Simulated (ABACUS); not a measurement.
Crystal: AlRu.

```
CELL_PARAMETERS angstrom
2.99160 0.00000 0.00000
0.00000 2.99160 0.00000
0.00000 0.00000 2.99160
ATOMIC_POSITIONS crystal
Ru 0.50000 0.50000 0.50000
Al 0.00000 0.00000 0.00000
```

Base run:

| Property | Result |
| --- | --- |
| Program | ABACUS 3.10.1 |
| Functional | SOGGA |
| Potentials or basis | PseudoDojo NC SR 0.4.1 PBE standard |
| Cutoff | 1361 eV |
| Density cutoff | 5442 eV |
| Basis | DZP LCAO (the cutoffs set its grid) |
| k mesh | 9 × 9 × 9 |
| Occupations | fermi-dirac, width 0.05 eV |
| Spin | no spin polarisation |

Its results: band gap on the k mesh none (metal or under the smearing width); pressure -3.3 GPa.

Q: After a change of settings the same cell gave: band gap on the k mesh none (metal or under the smearing width); pressure 12.0 GPa. Which change was it?
A. functional from SOGGA to BLYP
B. functional from SOGGA to PBEsol
C. functional from SOGGA to PBE
D. functional from SOGGA to LDA

A: A.

BLYP binds less tightly than SOGGA, so the same cell stands under more pressure.

Caveats: the atomic orbitals were generated for these runs and aren't a published set; the potentials were made for another functional, which shifts forces and pressure; the basis of atomic orbitals isn't converged, which shifts pressures, moduli and gaps.
